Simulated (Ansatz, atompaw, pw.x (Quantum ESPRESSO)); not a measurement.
# Ru: does the PAW (atompaw) potential hold in the solid?

```
Element                 : ruthenium (Ru)
Generator               : atompaw 4.2.0.5
Type                    : PAW
Functional              : PBEsol
Relativity              : scalar-relativistic
Frozen core             : [Ar] 3d10 4s2
Valence charge          : 14
Reference configuration : 4p6 4d7 5s1 5p0
Partial waves           : 5s (bound): rc 2.75 bohr; 5s channel at 2.6 Ry: rc 2.75 bohr; 4p (bound): rc 1.85 bohr; 5p (bound, empty): rc 2.10 bohr; 4d (bound): rc 1.70 bohr; 4d channel at 3.65 Ry: rc 2.75 bohr
Local potential         : bessel scheme, radius 2.40 bohr
Core correction         : smooth core density matched at 1.50 bohr
Augmentation charge     : sinc compensation charge, radius 2.50 bohr; PAW radius 2.75 bohr; waves and projectors: modrrkj vanderbiltortho
```

Atomic tests: cutoffs needed: 35 Ry and 60 Ry (the cutoffs (Ry, on a coarse ladder) from which the occupation-weighted sum of valence levels, in a spherical-Bessel basis at the reference potential, stays within 10 and 1 mRy of its value at 400 Ry); ghost test: no extra level below or beside the all-electron valence levels (s, p, d, f tested) (spherical-Bessel basis up to 400 Ry, 20 bohr box); lowest eigenvalue of the overlap operator: 0.10 (s channel).

Crystal test: fcc Ru in pw.x 7.5, no spin, 15³ k-points, Fermi–Dirac smearing 0.01 Ry, cutoffs 75/750 Ry. The reference is all-electron LAPW (Ansatz 0.2.0) with the same functional, mesh and smearing; V0 and B0 come from Birch–Murnaghan fits to the pressures at five volumes. Errors are pseudo minus all-electron; Δ is the rms difference of the E(V) curves that follow from these fits, minima aligned, over ±6 % about the mean V0. Mesh and smearing are coarse, so the numbers serve the comparison and aren't converged zero-temperature values; the lattice is a test structure that the element need not adopt.

```csv
V (Å³/atom),P all-electron (GPa),P pseudo (GPa)
12.682,21.13,84.26
13.016,10.45,69.91
13.350,1.19,57.41
13.684,-6.81,46.50
14.018,-13.74,36.98
```

All-electron: a0 = 3.770 Å (V0 = 13.40 Å³/atom), B0 = 338.1 GPa.

Pseudopotential: mean pressure error (GPa): +56.57. The pressure does not cross zero within the volumes sampled, so no fit is given. The largest radius (2.75 bohr) exceeds half the bond length (2.52 bohr), so the spheres overlap, which is one possible source of error among others. This is a poor potential for the solid.

At the middle volume, how do free energy and pressure move when the wave cutoff is lowered (ecutrho held at 750 Ry)?

| cutoff (Ry) | shift of F (meV/atom) | shift of P (GPa) |
| --- | --- | --- |
| 34 | +165.5 | -4.59 |
| 45 | +46.7 | -2.15 |
| 60 | +4.9 | -0.06 |

Input at the middle volume:

```
&control
  calculation='scf', prefix='x', pseudo_dir='./', outdir='./tmp', tstress=.true., disk_io='none'
/
&system
  ibrav=0, nat=1, ntyp=1, ecutwfc=75, ecutrho=750, nbnd=15,
  occupations='smearing', smearing='fd', degauss=0.01
/
&electrons
  conv_thr=1e-09, mixing_beta=0.4, electron_maxstep=70
/
ATOMIC_SPECIES
Ru 1.0 Ru.UPF
CELL_PARAMETERS angstrom
  0.00000000 1.88285593 1.88285593
  1.88285593 0.00000000 1.88285593
  1.88285593 1.88285593 0.00000000
ATOMIC_POSITIONS crystal
Ru 0.0000 0.0000 0.0000
K_POINTS automatic
15 15 15 0 0 0
```

```bash
pw.x < Ru.scf.in > Ru.scf.out
```

Lines of the output:

```
Message from routine setup:
     using ibrav=0 with symmetry is DISCOURAGED, use correct ibrav instead
     lattice parameter (alat)  =       5.0319  a.u.
     unit-cell volume          =      90.0903 (a.u.)^3
     number of electrons       =        14.00
     number of Kohn-Sham states=           15
     kinetic-energy cutoff     =      75.0000  Ry
     charge density cutoff     =     750.0000  Ry
     scf convergence threshold =      1.0E-09
     Exchange-correlation= SLA PW PSX PSC
     number of k points=   120  Fermi-Dirac smearing, width (Ry)=  0.0100
     iteration #  1     ecut=    75.00 Ry     beta= 0.40
     total energy              =    -377.66738629 Ry
     estimated scf accuracy    <       6.75014921 Ry
     iteration #  2     ecut=    75.00 Ry     beta= 0.40
     total energy              =    -378.97530120 Ry
     estimated scf accuracy    <       0.45496359 Ry
     iteration #  3     ecut=    75.00 Ry     beta= 0.40
     total energy              =    -379.04426211 Ry
     estimated scf accuracy    <       0.00178581 Ry
     iteration #  4     ecut=    75.00 Ry     beta= 0.40
     total energy              =    -379.05228286 Ry
     estimated scf accuracy    <       0.00440810 Ry
     iteration #  5     ecut=    75.00 Ry     beta= 0.40
     total energy              =    -379.05242402 Ry
     estimated scf accuracy    <       0.00115297 Ry
     iteration #  6     ecut=    75.00 Ry     beta= 0.40
     total energy              =    -379.05260193 Ry
     estimated scf accuracy    <       0.00000947 Ry
     iteration #  7     ecut=    75.00 Ry     beta= 0.40
     total energy              =    -379.05260196 Ry
     estimated scf accuracy    <       0.00000238 Ry
     iteration #  8     ecut=    75.00 Ry     beta= 0.40
     total energy              =    -379.05260190 Ry
     estimated scf accuracy    <       0.00000025 Ry
     iteration #  9     ecut=    75.00 Ry     beta= 0.40
     total energy              =    -379.05260196 Ry
     estimated scf accuracy    <       0.00000004 Ry
     iteration # 10     ecut=    75.00 Ry     beta= 0.40
     total energy              =    -379.05260197 Ry
     estimated scf accuracy    <          2.1E-09 Ry
     iteration # 11     ecut=    75.00 Ry     beta= 0.40
     the Fermi energy is    22.9523 ev
!    total energy              =    -379.05260197 Ry
     estimated scf accuracy    <          2.6E-11 Ry
     smearing contrib. (-TS)   =      -0.00452917 Ry
     The total energy is F=E-TS. E is the sum of the following terms:
     one-electron contribution =     -10.16815743 Ry
     hartree contribution      =      19.84113926 Ry
     xc contribution           =     -19.57168401 Ry
     ewald contribution        =    -126.28052929 Ry
     one-center paw contrib.   =    -242.86884132 Ry
     convergence has been achieved in  11 iterations
          total   stress  (Ry/bohr**3)                   (kbar)     P=      574.14
     Message from routine punch:
     Nothing written, as per user request (disk_io='none')
```

The run at the middle volume (120 k-points, 11 iterations) took about 17 s on one core of a shared host (AMD EPYC 9R45 96-Core Processor, 96 threads, 376 GiB, load 31).
